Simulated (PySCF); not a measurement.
# Computed NMR parameters against published values

Geometry:
```tsv
atom	x (Å)	y (Å)	z (Å)
C1	-2.191	0.089	0.369
C2	-0.861	0.008	-0.364
C3	0.338	0.007	0.571
C4	1.666	-0.076	-0.150
O5	2.695	-0.053	0.803
H6	-2.321	-0.766	1.052
H7	-3.041	0.089	-0.331
H8	-2.257	1.006	0.975
H9	-0.776	0.855	-1.069
H10	-0.839	-0.903	-0.988
H11	0.339	0.918	1.194
H12	0.273	-0.842	1.273
H13	1.748	0.772	-0.863
H14	1.692	-1.004	-0.758
H15	3.537	-0.100	0.342
```

The experiment to reproduce: δ 17O O5 2.8 ppm (measured; liquid, neat, 295 K; 17O NMR survey of organic solvents and oxofluorinated compounds, PMC5915748).
δ 17O O5 -4.0 ppm (measured; liquid, neat; K. Matsuzaki, S. Hayashi, W. Nakanishi, RSC Adv. 2024, ESI (observed values from its refs S1-S5)).
δ 1H H13/H14 3.64; H11/H12 1.56; H9/H10 1.39; H6/H7/H8 0.94 ppm (measured; solution, not stated per compound (mostly CDCl3 or CCl4); Pretsch, Buehlmann, Badertscher, Structure Determination of Organic Compounds, 4th ed. (2009)).

Computational details: structure optimised with PBE0-D3(BJ)/def2-SVP, GIAO PBE0/pcSseg-1 shieldings, in PySCF 2.14.0 with density-fitted response routines (non-relativistic, isolated molecule, averaged over atoms made equivalent by symmetry, fast rotation or ring inversion, a single conformation).

(1) Set the calculated values beside the experiment.

(2) How far are the unscaled 1H shifts from the references?

Answers

(1) 
Reference values: measured (liquid, neat, 295 K; 17O NMR survey of organic solvents and oxofluorinated compounds, PMC5915748).
| atoms | quantity | reference | computed | computed, scaled |
| --- | --- | --- | --- | --- |
| O5 | δ 17O vs D2O (external) | 2.8 | – | -6.7 |

Reference values: measured (liquid, neat; K. Matsuzaki, S. Hayashi, W. Nakanishi, RSC Adv. 2024, ESI (observed values from its refs S1-S5)).
```
atoms      quantity  reference  computed  computed, scaled
   O5  δ 17O vs H2O       -4.0         –              -6.7
```

Reference values: measured (solution, not stated per compound (mostly CDCl3 or CCl4); Pretsch, Buehlmann, Badertscher, Structure Determination of Organic Compounds, 4th ed. (2009)).
```json
{"atoms": "H13/H14", "quantity": "δ 1H", "reference": "3.64", "computed": "3.62", "computed, scaled": "3.65"}
{"atoms": "H11/H12", "quantity": "δ 1H", "reference": "1.56", "computed": "1.47", "computed, scaled": "1.60"}
{"atoms": "H9/H10", "quantity": "δ 1H", "reference": "1.39", "computed": "1.01", "computed, scaled": "1.17"}
{"atoms": "H6/H7/H8", "quantity": "δ 1H", "reference": "0.94", "computed": "1.04", "computed, scaled": "1.20"}
```

Computed shifts are σ(ref) − σ with the named reference compound (TMS for H and C) calculated as an isolated molecule at the same level. The measured values may be among those fitted. Shieldings were converted by linear fits to measured shifts (mostly CDCl3, TMS scale, for H and C): 1H: δ = 29.91 − 0.950σ (rms 0.21 ppm, 511 shifts, 0.22 ppm with the 3 outliers that the fit left out); 17O: δ = 263.91 − 0.892σ (rms 13.5 ppm, 141 shifts, 14.3 ppm with the 1 outlier that the fit left out vs liquid water, solution or neat liquid). Occasional misses reach two or three times the rms, and more in compound classes unlike the fitted ones. Hydrogens on heteroatoms aren't scaled, only referred to computed TMS.

(2) Mean signed difference -0.10 ppm, mean absolute 0.15 ppm over 4 comparisons; the largest is -0.38 ppm at H9/H10 (hydrogen on an sp3 CH2).

6 of the 10 published NMR values on file for this molecule are compared.
